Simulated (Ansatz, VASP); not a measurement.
**One calculation of Al, two programs**

File INCAR:

```
SYSTEM = Al
ALGO     = Normal         ! electronic algorithm
EDIFF    = 1E-7           ! SCF threshold, eV
ENCUT    = 520            ! plane-wave cutoff, eV
GGA      = PE             ! functional
ISIF     = 2              ! what is computed and relaxed
ISMEAR   = 0              ! smearing method
LASPH    = .True.         ! aspherical terms in the spheres
LCHARG   = .True.         ! write CHGCAR
LELF     = .True.         ! ELF
LREAL    = .False.        ! projectors in reciprocal space
LVHAR    = .True.       
LWAVE    = .False.        ! write WAVECAR
NELM     = 60             ! most SCF steps
PREC     = Accurate       ! precision mode
SIGMA    = 0.026000000000000002 ! smearing width, eV
```

The input KPOINTS:

```
k-points
0
Gamma
  11 11 11
  0 0 0
```

The input POSCAR:

```
Al
1.0
    0.0000000000      2.0248050000      2.0248050000
    2.0248050000      0.0000000000      2.0248050000
    2.0248050000      2.0248050000      0.0000000000
Al
1
Direct
    0.0000000000      0.0000000000      0.0000000000
```

The input input.yaml:

```yaml
crystal:
  lattice:
    - [0.0, 2.024805, 2.024805]
    - [2.024805, 0.0, 2.024805]
    - [2.024805, 2.024805, 0.0]
  atoms:
    - { symbol: Al, position: [0.0, 0.0, 0.0] }
hamiltonian:
  xc: pbe
  pseudopotentials: { kind: paw }
kpoints:
  mp_grid: { grid: [11, 11, 11] }
scf:
  occupations: { method: gaussian, width: 0.026 }
output:
  forces: true
  stress: true
  eigenvalues: true
```

Alike in both runs: task single point; functional PBE; k mesh 11 × 11 × 11; occupations gaussian, width 0.026 eV; no spin polarisation.

```csv
,VASP,Ansatz
version,VASP 6.6.1,Ansatz 0.2.0
potentials or method,"VASP PAW PBE potentials, release 64 (Al)",Ansatz PAW
plane-wave cutoff (eV),520,420
valence electrons in the cell,3,3
```

```csv
,VASP,Ansatz,Ansatz less VASP
gap on the k mesh at the Fermi level (eV),none,none,-
pressure (GPa),-0.5,-0.5,+0.04
```

A gap of «none» marks a metal or a gap that the smearing closes.
